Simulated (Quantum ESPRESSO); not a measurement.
# V under changes of volume

One of the cells (13.891 Å³/atom); the others are scaled copies at fixed shape and fractional positions:

```
V
1.0
    -1.51435    1.51435    1.51435
     1.51435   -1.51435    1.51435
     1.51435    1.51435   -1.51435
V
1
Direct
  0.00000 0.00000 0.00000
```

| Property | Result |
| --- | --- |
| Program | Quantum ESPRESSO 7.5 |
| Functional | LDA |
| Potentials or basis | GBRV 1.5 LDA |
| Cutoff | 612 eV |
| Density cutoff | 4898 eV |
| k mesh | 12 × 12 × 12 |
| Occupations | fermi-dirac, width 0.05 eV |
| Spin | collinear spin, ferromagnetic start |
| Starting moments | [2.0] μB |

```csv
volume (Å³/atom),energy over the lowest point (meV/atom),pressure (GPa)
13.058,0.00,-8.3
13.336,17.51,-11.8
13.613,40.67,-14.9
13.891,?,?
14.169,102.06,-20.4
14.447,139.39,-22.7
14.725,180.58,-24.8
```

Task: What does the run at 13.891 Å³/atom give?

Result: Energy over the lowest point 69.02 meV/atom; pressure -17.8 GPa.

Worked out: A Birch-Murnaghan fit of order 3 (a polynomial in V^(-2/3)) to the other rows has no minimum within the range. It gives 69.01 meV/atom at 13.891 Å³/atom, against the run's 69.02, and -dE/dV = -17.7 GPa, against -17.8.

Energies are extrapolated to zero smearing.
